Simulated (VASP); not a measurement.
Set up this calculation in VASP 6.6.1, as the native input.

```
Task                   : relaxation of cell and atoms
Functional             : PBE
Dispersion             : D3(BJ)
Potentials or basis    : VASP PAW PBE potentials, release 64 (B, P)
Cutoff                 : 600 eV
k mesh                 : 10 × 10 × 10
Occupations            : gaussian, width 0.03 eV
Spin                   : no spin polarisation
Further INCAR settings : ALGO = Normal; EDIFF = 1e-07; IBRION = 2; EDIFFG = -0.005; NSW = 90; ISIF = 3
```

The structure of BP lies in POSCAR:

```
BP                                      
1.0
   -0.0000000000      2.2526488425      2.2526488425
    2.2526488425      0.0000000000      2.2526488425
    2.2526488425      2.2526488425     -0.0000000000
  B               P             
     1     1
Direct
     0.0000000000000000    0.0000000000000000    0.0000000000000000
     0.2500000000000000    0.2500000000000000    0.2500000000000000
```

One way to write it, as run:

INCAR

```
SYSTEM = BP
PREC = Accurate
ENCUT = 600
EDIFF = 1E-7
ISMEAR = 0
SIGMA = 0.03
LREAL = .FALSE.
LASPH = .TRUE.
NELM = 80
ALGO = Normal
ISIF = 3
LWAVE = .FALSE.
LCHARG = .FALSE.
GGA = PE
IVDW = 12
IBRION = 2
NSW = 90
EDIFFG = -0.005
```

KPOINTS

```
regular mesh
0
G
  10 10 10
  0 0 0
```

Potentials or basis: VASP PAW PBE potentials, release 64 (B, P).

Run with:

```bash
$ cat potpaw_PBE.64/B/POTCAR potpaw_PBE.64/P/POTCAR > POTCAR
$ mpirun -np 1 vasp_std > vasp.out
```

Results of the run:

```json
{
 "Pressure after relaxing": "0.0 GPa",
 "Band gap on the k mesh": "1.21 eV, indirect (least direct gap 3.43 eV)",
 "Dispersion energy per atom": "-0.331 eV"
}
```

Caveat: the relaxation stopped at its first step, so nothing moved.

Run time: 8.7 s on 1 thread of Intel(R) Xeon(R) Platinum 8375C CPU @ 2.90GHz (Ice Lake), on a shared host, peak memory 0.16 GiB.
